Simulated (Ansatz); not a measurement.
**How many bands does the GW gap of RbBr (Fm-3m) need?**

Aim: see how the G0W0 gap of RbBr (Fm-3m) on PBE moves with empty bands and screening cutoff, and what each rung costs.

Main program and level: Ansatz 0.2.0; G0W0 on PBE, plane waves, PAW; PAW set soft_1.

Most raw output is cut from this account.

The database entry behind the starting cell differs from later determinations by our own check (about 0.5 % short), so it need not match the best structure at ambient conditions.

### 1. Set-up

It takes space group Fm-3m (No. 225, cubic). The conventional cell has a = 6.854 Å, b = 6.854 Å, c = 6.854 Å, α = 90.00°, β = 90.00°, γ = 90.00°. Nearest to Rb lie 6 Br at 3.43 Å. Nearest to Br lie 6 Rb at 3.43 Å. Farther neighbours and most contacts between anions are not listed.

The cell and positions come from the Crystallography Open Database and are kept as given unless a step says otherwise.

### 2. 84 empty bands, screening to 60 eV

G0W0 replaces the xc potential by the self-energy, built once from these orbitals. Only a window of levels is corrected, while the sums run over the empty bands that the input names. This step takes PAW set soft_1 files.

Contents of input.yaml:

```yaml
crystal:
  lattice:
    - [0.0, 3.427, 3.427]
    - [3.427, 0.0, 3.427]
    - [3.427, 3.427, 0.0]
  atoms:
    - { symbol: Rb, position: [0.0, 0.0, 0.0] }
    - { symbol: Br, position: [0.5, 0.5, 0.5] }
kpoints:
  mp_grid: { grid: [4, 4, 4] }
hamiltonian:
  xc: pbe
  pseudopotentials: { kind: paw, azcp: { folder: soft_1 } }
scf:
  occupations: { method: fixed }
gw:
  n_empty_bands: 84
  ecut_chi: 60
  qp_bands: [v2, c2]
  qp_kpoints: band_edges
  screening: { model: contour_deformation }
```

Launch:

```sh
ansatz run input.yaml --threads 24 --pin off --max-ram 82944MiB --backend cuda --events-out ev --progress --plain --runs-dir out --devices 1 --max-vram 78GiB
```

Run time: 1.8 s. Hardware: 1 × NVIDIA GB200 (shared by 2 runs) with 24 threads of Arm Neoverse V2, shared host; peak memory 1.2 GiB.

This step gave:

* bands summed: 92
* RPA ε∞ on this mesh (eigenvalues): 2.366, 2.366, 2.366
* plane waves in the screening matrix: 65
* q-points in the mesh: 64
* G0W0 gap on the mesh: 6.539 eV
* k of the valence top: 0, 0, 0
* k of the conduction bottom: 0, 0, 0
* starting gap on the mesh: 4.364 eV
* Z at the valence top: 0.8078
* Z at the conduction bottom: 0.8631
* least direct G0W0 gap on the computed points: 6.539 eV

The gap on the mesh goes from 4.36 eV to 6.54 eV, a correction of +2.17 eV. Between the two edge states, bare exchange in place of the xc potential would open the gap by 7.42 eV, and correlation takes back 5.24 eV.

### 3. 240 empty bands, screening to 120 eV

Another rung: the empty bands reach about as high as the screening cutoff, so the two stay in balance.

Changes to input.yaml since step 2:

```diff
@@ -16,4 +16,4 @@
 gw:
-  n_empty_bands: 84
-  ecut_chi: 60
+  n_empty_bands: 240
+  ecut_chi: 120
   qp_bands: [v2, c2]
```

Run time: 2 s. Hardware: 1 × NVIDIA GB200 (shared by 2 runs) with 24 threads; peak memory 1.3 GiB.

This step gave:

* bands summed: 248
* RPA ε∞ on this mesh (eigenvalues): 2.359, 2.359, 2.359
* plane waves in the screening matrix: 259
* q-points in the mesh: 64
* G0W0 gap on the mesh: 6.789 eV
* k of the valence top: 0, 0, 0
* k of the conduction bottom: 0, 0, 0
* starting gap on the mesh: 4.364 eV
* Z at the valence top: 0.8027
* Z at the conduction bottom: 0.8624
* least direct G0W0 gap on the computed points: 6.789 eV

Against the run with 4×4×4 mesh, 84 empty bands, screening to 60 eV, PAW set soft_1 files, the gap moves by +0.25 eV.

### 4. 516 empty bands, screening to 200 eV

Changes to input.yaml since step 3:

```diff
@@ -16,4 +16,4 @@
 gw:
-  n_empty_bands: 240
-  ecut_chi: 120
+  n_empty_bands: 516
+  ecut_chi: 200.0
   qp_bands: [v2, c2]
```

The job ended after 4.9 s (1 × NVIDIA GB200 (shared by 2 runs) with 24 threads; peak memory 1.8 GiB).

This step gave:

| Item | Value |
| --- | --- |
| bands summed | 524 |
| RPA ε∞ on this mesh (eigenvalues) | 2.358, 2.358, 2.358 |
| plane waves in the screening matrix | 531 |
| G0W0 gap on the mesh | 6.906 eV |
| k of the valence top | 0, 0, 0 |
| k of the conduction bottom | 0, 0, 0 |
| starting gap on the mesh | 4.364 eV |
| least direct G0W0 gap on the computed points | 6.906 eV |

Against the run with 4×4×4 mesh, 240 empty bands, screening to 120 eV, PAW set soft_1 files, the gap moves by +0.12 eV.

### 5. Changing the frequency model: 4×4×4 mesh, 240 empty bands, screening to 120 eV, plasmon pole, PAW set soft_1 files

A plasmon pole stands in for the full frequency dependence of the screening; this run shows what that costs in accuracy. Bands and cutoff differ from the step before, so it is read against an earlier run that matches them.

Changes to input.yaml since step 4:

```diff
@@ -16,6 +16,6 @@
 gw:
-  n_empty_bands: 516
-  ecut_chi: 200.0
+  n_empty_bands: 240
+  ecut_chi: 120
   qp_bands: [v2, c2]
   qp_kpoints: band_edges
-  screening: { model: contour_deformation }
+  screening: { model: godby_needs }
```

It took 2.7 s on 1 × NVIDIA GB200 (shared by 2 runs) with 24 threads; peak memory 1.3 GiB; 10 s of CPU time.

Numbers from this step:

- bands summed: 248
- plasmon-pole fit frequency: 16.56 eV
- RPA ε∞ on this mesh (eigenvalues): 2.359, 2.359, 2.359
- plane waves in the screening matrix: 259
- G0W0 gap on the mesh: 6.788 eV
- k of the valence top: 0, 0, 0
- k of the conduction bottom: 0, 0, 0
- starting gap on the mesh: 4.364 eV
- least direct G0W0 gap on the computed points: 6.788 eV

Against the run with 4×4×4 mesh, 240 empty bands, screening to 120 eV, PAW set soft_1 files, the gap moves by −0.0004 eV.

### 6. Changing the files: 4×4×4 mesh, 240 empty bands, screening to 120 eV, hard PAW files

Other atomic data (hard PAW) test the pseudisation: the cutoff goes from 420 to 680 eV and the valence electrons from 16 to 26, which opens shells that were frozen.

This step: G0W0 on PBE, plane waves, PAW.

input.yaml, the sections that differ from step 5:

```yaml
hamiltonian:
  xc: pbe
  pseudopotentials: { kind: paw, source: ansatz }
gw:
  n_empty_bands: 240
  ecut_chi: 120
  qp_bands: [v2, c2]
  qp_kpoints: band_edges
  screening: { model: contour_deformation }
# crystal, kpoints, scf: as in step 5
```

Run time: 2.5 s. Hardware: 1 × NVIDIA GB200 (shared by 2 runs) with 24 threads; peak memory 1.2 GiB.

Numbers from this step:

* bands summed: 253
* RPA ε∞ on this mesh (eigenvalues): 2.359, 2.359, 2.359
* plane waves in the screening matrix: 259
* G0W0 gap on the mesh: 6.806 eV
* k of the valence top: 0, 0, 0
* k of the conduction bottom: 0, 0, 0
* starting gap on the mesh: 4.365 eV
* least direct G0W0 gap on the computed points: 6.806 eV

Against the run with 4×4×4 mesh, 240 empty bands, screening to 120 eV, PAW set soft_1 files, the gap moves by +0.018 eV.

### 7. Convergence and cost

Times are wall times on 1 × NVIDIA GB200 (shared by 2 runs) with 24 threads of Arm Neoverse V2, shared host, good to a factor of about two.

```tsv
mesh	files	frequency	bands summed	cutoff (eV)	start (eV)	G0W0 (eV)	time	host memory (GiB)
4×4×4	PAW set soft_1	contour deformation	92	60	4.364	6.539	1.8 s	1.2
4×4×4	PAW set soft_1	contour deformation	248	120	4.364	6.789	2 s	1.3
4×4×4	PAW set soft_1	contour deformation	524	200	4.364	6.906	4.9 s	1.8
4×4×4	PAW set soft_1	plasmon pole	248	120	4.364	6.788	2.7 s	1.3
4×4×4	hard PAW	contour deformation	253	120	4.365	6.806	2.5 s	1.2
```

The parts of the quasiparticle energy at the two band edges (eV; QP = start + Σx + Σc − Vxc):

```tsv
run	edge	start	Σx	Σc	Vxc	Z	QP
92 bands	valence top	1.25	-19.36	2.37	-15.45	0.81	-0.30
92 bands	conduction bottom	5.61	-4.17	-2.88	-7.68	0.86	6.24
248 bands	valence top	1.25	-19.36	2.05	-15.45	0.80	-0.62
248 bands	conduction bottom	5.61	-4.17	-2.95	-7.68	0.86	6.17
524 bands	valence top	1.25	-19.36	1.88	-15.45	0.80	-0.79
524 bands	conduction bottom	5.61	-4.17	-3.00	-7.68	0.86	6.12
```

### 8. Summary of results

```json
{
 "92 bands, 60 eV": "6.539 eV",
 "248 bands, 120 eV": "6.789 eV",
 "524 bands, 200 eV": "6.906 eV",
 "estimated limit in bands and cutoff": "7.01 eV",
 "mesh and start": "4×4×4, PBE"
}
```

**Reading.** A line in one over the bands through the two highest rungs gives 7.01 eV, +0.11 eV from the top rung; the pair below gives 6.94 eV, so the estimate is still climbing. The rungs stand 0.47 eV (92 bands), 0.22 eV (248 bands) and 0.11 eV (524 bands) from it. From 92 to 524 bands the gap moves by +0.37 eV while the time grows 2.7-fold. Σc changes by −0.49 eV at the valence top and −0.12 eV at the conduction bottom, so the valence edge carries most of the change. The plasmon-pole model gives −0.0004 eV against contour deformation, 0 % of the correction, and saved no time in this program. Hard PAW files move the gap by +0.02 eV at equal bands and cutoff, +0.001 eV of it in the start. The many-body steps are scalar-relativistic: spin-orbit coupling is not in them.

[Paths, hosts, dates, memory and timing lines, banners, echoed tables and standing remarks are left out of the program output.]

[Logs are printed without paths, hosts, clocks, repeated set-up lines and the standing remarks that a program may print on its own settings, such as how far it seeks lower states.]

[Runs of the session that timed out or met a known fault of the program may be left out.]

[Cells called generated may have been cut or substituted from an entry of the Crystallography Open Database or the Materials Project.]

[Hosts, paths, dates, database ids (printed as entryN), source tags and the programs' standing remarks are cut or masked in the printed files.]
